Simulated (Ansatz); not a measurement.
Take CsPbI₃ in the cubic perovskite structure (space group Pm-3m, No. 221; a = 6.3327 Å) as the base. Axes: x, y, z lie along the cube axes.

The values are results of r2SCAN/PAW in Ansatz (a program for electronic structure), scalar-relativistic without spin-orbit coupling, not measurements.

Base values:

Band gap: 1.70 eV
Pressure: 0.00 GPa
Shortest interatomic distance: 3.166 Å

Now apply this change: the cell is stretched by 2.57 % along z with no lateral relaxation; the atoms relax in the strained cell.

Q: Predict the new electron mass, band gap, pressure, shortest interatomic distance and energy relative to the base.

A: The electron mass is 0.078 mₑ along z, 0.76 mₑ across (at R); the band gap shrinks by 0.03 eV to 1.67 eV; the pressure (mean of the normal stresses, compression positive) goes from zero to -0.37 GPa; the shortest interatomic distance stays 3.166 Å; the energy goes up by 3.7 meV/atom.

Spin-orbit coupling, missing from the scalar runs, can matter with I and Pb. Masses are band curvatures over ±0.01 Å⁻¹ around the edge. Whether these cells are dynamically stable was not tested. Many cubic perovskites are stable only at high temperature; tilts and polar distortions were not tested. This is not the structure that CsPbI3 has at room temperature and ambient pressure.
